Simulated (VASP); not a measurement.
Pd: single point with BLYP

Crystal: Pd.

```
Pd
1.0
     0.00000    2.96489    2.96489
     2.96489    0.00000    2.96489
     2.96489    2.96489    0.00000
Pd
2
Cartesian
  0.7412 0.7412 0.7412
  5.1886 5.1886 5.1886
```

This isn't the form of Pd at room conditions, which is fcc.

* Program: VASP 6.6.1
* Task: single point
* Functional: BLYP
* Potentials or basis: VASP PAW PBE potentials, release 64 (Pd)
* Cutoff: 520 eV
* k mesh: 10 × 10 × 10
* Occupations: fermi-dirac, width 0.05 eV
* Spin: collinear spin, typed start
* Starting moments: [0.423, 0.423] μB
* Dipole correction: no
* Further INCAR settings: ALGO = Normal; EDIFF = 1e-07; NBANDS = 21

| Property | Result |
| --- | --- |
| Pressure | 0.0 GPa |
| Band gap on the k mesh | none (metal or under the smearing width) |
| Net moment | 0.88 μB per cell |
| Site moments | Pd +0.43 μB |
| Valence electrons inside the program's atomic spheres | Pd 9.23 |

Levels at points of the mesh, in eV from the Fermi level:
Spin up:
```csv
k point,band 8,band 9,band 10,band 11,band 12,band 13,band 14,band 15
"(0.00, 0.00, 0.00)",-1.40,-1.40,-0.37,-0.37,11.02,11.02,11.02,11.48
"(0.50, 0.00, 0.00)",-1.11,-0.53,-0.53,0.26,1.02,8.05,8.05,10.73
"(0.50, 0.50, 0.00)",-1.81,-0.38,-0.38,1.77,1.77,4.74,4.74,9.23
```
Spin down:
```csv
k point,band 7,band 8,band 9,band 10,band 11,band 12,band 13,band 14
"(0.00, 0.00, 0.00)",-1.09,-1.09,-1.09,-0.07,-0.07,11.11,11.11,11.11
"(0.50, 0.00, 0.00)",-0.82,-0.82,-0.20,-0.20,0.29,1.26,8.12,8.12
"(0.50, 0.50, 0.00)",-1.53,-1.53,-0.03,-0.03,1.93,1.93,4.78,4.78
```

It took 59 s on 1 thread of Intel(R) Xeon(R) Platinum 8488C (Sapphire Rapids), with other jobs on the host, peak memory 0.24 GiB.

Caveat: the PAW data sets were made with another functional, which shifts forces and pressure a little.
